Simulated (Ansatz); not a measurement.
Runs of Ansatz 0.2.0 on TiSi. It takes space group Cmmm (No. 65, orthorhombic). Conventional cell: a = 3.632 Å, b = 4.235 Å, c = 3.804 Å, α = 90.00°, β = 90.00°, γ = 90.00°. Around Ti (site symmetry mmm) lie 8 Si at 2.63 to 2.85 Å and 4 Ti at 2.79 Å. Around Si (site symmetry mmm) lie 8 Ti at 2.63 to 2.85 Å and 4 Si at 2.79 Å. The cell comes from a database or a generator and needn't be the stable form of this composition.

| task | level | U | cell | k mesh | cutoff (eV) | points for each segment of the path | hubbard projectors | double counting | mesh quality | gap on the mesh (eV) | pressure (GPa) |
| --- | --- | --- | --- | --- | --- | --- | --- | --- | --- | --- | --- |
| single point | r2SCANh | - | as given | 5 × 5 × 4 | 500 | - | - | - | coarse | none | - |
| band structure | HSEsol | - | as given | 5 × 5 × 4 | 420 | 4 | - | - | coarse | none | - |
| relaxation of cell and atoms | B3LYP | - | relaxed | 5 × 5 × 4 | 420 | - | - | - | coarse | none | - |
| projected density of states | PBEsol+U | Ti d U = 2 eV | as given | 10 × 10 × 7 | 420 | - | ortho-atomic (the default) | fll (the default) | not flagged | none | (a) |
| band structure | r2SCAN | - | as given | 10 × 10 × 7 | 500 | 14 | - | - | not flagged | none | -1.8 |

Alike in all rows: potentials or basis Ansatz PAW; no spin polarisation; smearing fermi-dirac 0.05 eV.

Task: Fill in the values left out.

Result: (a) -1.6.

Caveats: some runs use coarse meshes; the PAW data sets come from PBE, with cores solved anew for the run's functional, which leaves a small shift of forces and pressure; the potentials were made for another functional, which shifts forces and pressure (some runs); the plane-wave basis is chosen anew once the cell has moved, so the energies of steps on either side of that aren't comparable (some runs); U without spin polarisation on a metal has little footing (some runs); the U is typed as a test and isn't derived for this compound (some runs); the density of states is complete only up to the lowest level of the last band computed (some runs).

A k mesh can miss the band edges.

A gap of «none» marks a metal or a gap under the smearing width.

Not every run made on this cell is shown here.
